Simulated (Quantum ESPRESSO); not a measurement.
LiF (Griceite):

```
F Li
1.0
     0.00000    2.01400    2.01400
     2.01400    0.00000    2.01400
     2.01400    2.01400    0.00000
F Li
1 1
Direct
  0.50000 0.50000 0.50000
  0.00000 0.00000 0.00000
```

Base run:

| Item | Value |
| --- | --- |
| Program | Quantum ESPRESSO 7.5 |
| Functional | PBE |
| Potentials or basis | PseudoDojo 0.4.1 SR PBE standard |
| Cutoff | 1143 eV |
| Density cutoff | 4572 eV |
| k mesh | 11 × 11 × 11 |
| Occupations | fermi-dirac, width 0.05 eV |
| Spin | no spin polarisation |

Its results: band gap on the k mesh 9.11 eV, direct.

Problem. The run is repeated on the same cell with these changes: potentials or basis from PseudoDojo 0.4.1 SR PBE standard to JTH 2.0 PBE; cutoff from 1143 eV to 490 eV; density cutoff from 4572 eV to 2939 eV; k mesh from 11 × 11 × 11 to 7 × 7 × 7. What comes out?

Solution. Band gap on the k mesh 9.06 eV, direct.

Caveats: the Wannier minimisation didn't converge (some runs).

Not every run made on this cell is shown here.
